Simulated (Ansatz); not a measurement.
# KF: the cost of one run

Program: Ansatz 0.2.0. Level of theory: DFT PBE, scalar-relativistic. These are calculated values, not measurements.

1 further run of the same task is left out (it didn't finish). Runs told in other sessions of the task aren't counted.

### 1 The system as given

Symmetry: Fm-3m, No. 225, cubic system. Conventional cell: a = 5.347 Å, b = 5.347 Å, c = 5.347 Å, α = 90.00°, β = 90.00°, γ = 90.00°. K (site symmetry m-3m) has 6 F at 2.67 Å in its first shell of neighbours. F (site symmetry m-3m) has 6 K at 2.67 Å in its first shell of neighbours.

Coordinates:

```cif
data_structure
_symmetry_space_group_name_H-M 'Fm-3m'
_symmetry_Int_Tables_number 225
_cell_length_a 5.3470
_cell_length_b 5.3470
_cell_length_c 5.3470
_cell_angle_alpha 90.000
_cell_angle_beta 90.000
_cell_angle_gamma 90.000
_cell_volume 152.87
loop_
_atom_site_label
_atom_site_type_symbol
_atom_site_symmetry_multiplicity
_atom_site_Wyckoff_symbol
_atom_site_fract_x
_atom_site_fract_y
_atom_site_fract_z
_atom_site_occupancy
K1 K 4 a 0.00000 0.00000 0.00000 1
F1 F 4 b 0.50000 0.00000 0.00000 1
```

The file gives the conventional cell by its symmetry; the runs use the cell typed in the input.

Atoms are numbered in the order of the input: K1, F2.

### 2 After the deformation

Space group Fm-3m before, I4/mmm after.

### 3 All-electron LAPW

input.yaml reads:

```yaml
crystal:
  lattice:
    - [0.0, 2.660231928, 2.700235]
    - [2.660231928, 0.0, 2.700235]
    - [2.660231928, 2.660231928, 0.0]
  atoms:
    - { symbol: K, position: [0.0, 0.0, 0.0] }
    - { symbol: F, position: [0.5, 0.5, 0.5] }
kpoints:
  mp_grid: { grid: [9, 9, 9] }
scf:
  occupations: { method: fermi_dirac, width: 0.01 }
hamiltonian:
  xc: pbe
  pseudopotentials: { kind: all_electron, lapw: { basis_error: 0.001 } }
output:
  forces: true
  stress: true
  eigenvalues: true
```

Launch:

```sh
ansatz run input.yaml --threads 1 --pin off --max-ram 2048MiB --backend cpu --events-out ev --progress --plain --runs-dir out
```

What time and memory should one allow on 1 thread of Arm Neoverse V1, shared host?

About 10 s, with a peak of 0.31 GiB.
